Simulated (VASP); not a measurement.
Wanted: the native input for a VASP 6.6.1 run.

```yaml
Task: Born charges and dielectric tensor
Functional: PBE
Potentials_or_basis: VASP PAW PBE potentials, release 64 (Si, C)
Cutoff: 600 eV
k_mesh: 10 × 10 × 10
Occupations: gaussian, width 0.02 eV
Spin: no spin polarisation
Further_INCAR_settings: ALGO = Normal; EDIFF = 1e-08; IBRION = 8; NSW = 1
```

The structure of SiC lies in POSCAR:

```
SiC
1.0
    0.0000000000      2.1892700000      2.1892700000
    2.1892700000      0.0000000000      2.1892700000
    2.1892700000      2.1892700000      0.0000000000
Si C
1 1
Direct
    0.7500000000      0.7500000000      0.7500000000
    0.0000000000      0.0000000000      0.0000000000
```

The cell is a database's computed one.

The input as run:

INCAR

```
PREC     = Accurate       # precision mode
ENCUT    = 600            # plane-wave cutoff, eV
EDIFF    = 1E-8           # SCF threshold, eV
ISMEAR   = 0              # smearing method
SIGMA    = 0.02           # smearing width, eV
LREAL    = False          # projectors in reciprocal space
LASPH    = True           # aspherical terms in the spheres
NELM     = 100            # most SCF steps
ALGO     = Normal         # electronic algorithm
ISIF     = 2              # what is computed and relaxed
LWAVE    = False          # write WAVECAR
LCHARG   = False          # write CHGCAR
GGA      = PE             # functional
LEPSILON = True           # dielectric tensor by DFPT
IBRION   = 8              # ionic algorithm
NSW      = 1              # ionic steps
```

KPOINTS

```
regular mesh
0
Gamma
  10 10 10
```

Potentials or basis: VASP PAW PBE potentials, release 64 (Si, C).

Run with:

```console
$ cat potpaw_PBE.64/Si/POTCAR potpaw_PBE.64/C/POTCAR > POTCAR
$ mpirun -np 1 vasp_std > vasp.out
```

Results of the run:

```yaml
Band_gap_on_the_k_mesh: 1.37 eV, indirect (least direct gap 4.53 eV)
Electronic_dielectric_tensor_diagonal: 7.04
Born_charges_mean_of_the_diagonal: Si +2.69; C -2.69 e
Highest_phonon_frequency_at_Γ_LO-TO_splitting_left_out: 775 cm⁻¹
```

It took 2.4 min on 1 thread of Intel(R) Xeon(R) 6975P-C (Granite Rapids) (shared host), peak memory 0.24 GiB.
